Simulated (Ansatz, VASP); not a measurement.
Two plane-wave programs on Ru

```
CELL_PARAMETERS angstrom
2.65056 0.00000 0.00000
-1.32528 2.29546 0.00000
0.00000 0.00000 4.19449
ATOMIC_POSITIONS crystal
Ru 0.33333 0.66667 0.25000
Ru 0.66667 0.33333 0.75000
```

Change from the starting cell: volume scaled by 0.94, PAW files.

Alike in both runs: task electric field gradients; functional PBE; k mesh 14 × 14 × 8; occupations fermi-dirac, width 0.03 eV; no spin polarisation.

```csv
,VASP,Ansatz
version,VASP 6.6.1,Ansatz 0.2.0
potentials or method,"VASP PAW PBE potentials, release 64 (Ru_pv)","PAW with Ansatz's default frozen-core files, scalar-relativistic"
plane-wave cutoff (eV),520,420
valence electrons in the cell,28,32
```

VASP gave:

```
pressure (GPa)                                                 : 28.5
largest component of the traceless stress (GPa)                : 0.31
Vzz of the field gradient on the site that differs most (V/Å²) : -14.7
```

**Question.** Estimate Ansatz's values.

**Answer.** Pressure (GPa): 28.5; largest component of the traceless stress (GPa): 0.34; Vzz of the field gradient on the site that differs most (V/Å²): -10.5.

The two sets of potentials don't hold the same shells in valence. Ansatz warned: «gradients_without_spin_orbit».

Caveats: so large a pressure means that the cell lies far from this level's equilibrium, or that cutoff or potentials fall short (VASP).
